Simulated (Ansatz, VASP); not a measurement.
**Cs in VASP and in Ansatz**

Contents of INCAR:

```
PREC     = Accurate       # precision mode
ENCUT    = 520            # plane-wave cutoff, eV
EDIFF    = 1E-6           # SCF threshold, eV
ISMEAR   = -1             # smearing method
SIGMA    = 0.1            # smearing width, eV
LREAL    = F              # projectors in reciprocal space
LASPH    = T              # aspherical terms in the spheres
NELM     = 100            # most SCF steps
ALGO     = Normal         # electronic algorithm
ISIF     = 2              # what is computed and relaxed
LWAVE    = F              # write WAVECAR
LCHARG   = F              # write CHGCAR
NBANDS   = 10             # bands
```

KPOINTS

```
regular mesh
0
Gamma
  8 8 8
```

File POSCAR:

```
Cs
1.0
    3.4608941077      0.0000000000      0.0000000000
    0.0000000000      3.4608941077      0.0000000000
    0.0000000000      0.0000000000      3.4608941077
Cs
1
Direct
    0.0000000000      0.0000000000      0.0000000000
```

Input for Ansatz:

```yaml
crystal:
  lattice:
    - [3.4608941077, 0.0, 0.0]
    - [0.0, 3.4608941077, 0.0]
    - [0.0, 0.0, 3.4608941077]
  atoms:
    - { symbol: Cs, position: [0.0, 0.0, 0.0] }
kpoints:
  mp_grid: { grid: [8, 8, 8] }
  band_path:
    path:
      - [0.0, 0.0, 0.0]
      - [0.0, 0.5, 0.0]
      - [0.5, 0.5, 0.0]
      - [0.0, 0.0, 0.0]
      - [0.5, 0.5, 0.5]
      - [0.0, 0.5, 0.0]
      - [0.5, 0.5, 0.5]
      - [0.5, 0.5, 0.0]
    npoints: 8
scf:
  occupations: { method: fermi_dirac, width: 0.1 }
hamiltonian:
  xc: lda
  pseudopotentials: { kind: all_electron, lapw: { basis_error: 0.001 } }
output:
  forces: true
  stress: true
  eigenvalues: true
  populations: true
  dos: { projected: true, de: 0.2, e_range: [-14, 8] }
```

Change from the starting cell: volume scaled by 0.4, LAPW.

Alike in both runs: task single point; functional LDA; k mesh 8 × 8 × 8; occupations fermi-dirac, width 0.1 eV; no spin polarisation.

|  | VASP | Ansatz |
| --- | --- | --- |
| version | VASP 6.6.1 | Ansatz 0.2.0 |
| potentials or method | VASP PAW LDA potentials, release 64 (Cs_sv) | all-electron LAPW, scalar-relativistic |
| plane-wave cutoff (eV) | 520 | see its input |

|  | VASP | Ansatz | Ansatz less VASP |
| --- | --- | --- | --- |
| pressure (GPa) | 3.8 | 3.6 | -0.21 |

Ansatz ran all-electron here, so the differences hold the error of VASP's frozen core and of both bases.

The runs have no spin-orbit coupling, so splittings on Cs are missing.
